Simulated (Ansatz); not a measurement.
## Is this SiO2 structure a true minimum?

The structure comes from a generated guess, relaxed at this level; another structure or a mixture of phases may lie lower.

The calculation used DFT PBE, scalar-relativistic, plane waves, PAW (Ansatz 0.2.0). Plane waves to 420 eV, a k mesh through Γ of 10×10×10 on the computed 6-atom cell and Gaussian smearing (0.02 eV); no spin polarisation.

The cell below (6 atoms, space group I4_1/amd (No. 141)) is relaxed within its symmetry.

```yaml
crystal:
  lattice:
    - [-1.76336, 1.76336, 4.26024]
    - [1.76336, -1.76336, 4.26024]
    - [1.76336, 1.76336, -4.26024]
  atoms:
    - { symbol: Si, position: [0.00000, 0.00000, 0.00000] }
    - { symbol: Si, position: [0.75000, 0.25000, 0.50000] }
    - { symbol: O, position: [0.79217, 0.79217, 0.00000] }
    - { symbol: O, position: [0.95783, 0.45783, 0.50000] }
    - { symbol: O, position: [0.54217, 0.04217, 0.50000] }
    - { symbol: O, position: [0.20783, 0.20783, 0.00000] }
```

For the test a repeat of it with 12 atoms (edges 4.94, 4.94, 4.99 Å) was strained at random (σ = 1.5 % a component), the atoms were moved at random (σ = 0.15 Å), and all was relaxed again on a coarse 4×4×4 mesh (in the run’s order of axes) with 0.10 eV smearing, with no symmetry imposed.

Question: What happens?

Answer: It returns, within 1 meV/atom of the unmoved cell on that mesh and with the same symmetry when read at 0.1 Å. No instability shows in this cell; modes of other wave vectors, which need another repeat, aren't tested. Another cell of SiO2 relaxed alike, in P6_422, lies 230 meV/atom lower, so this cell isn't the stable form at this level.
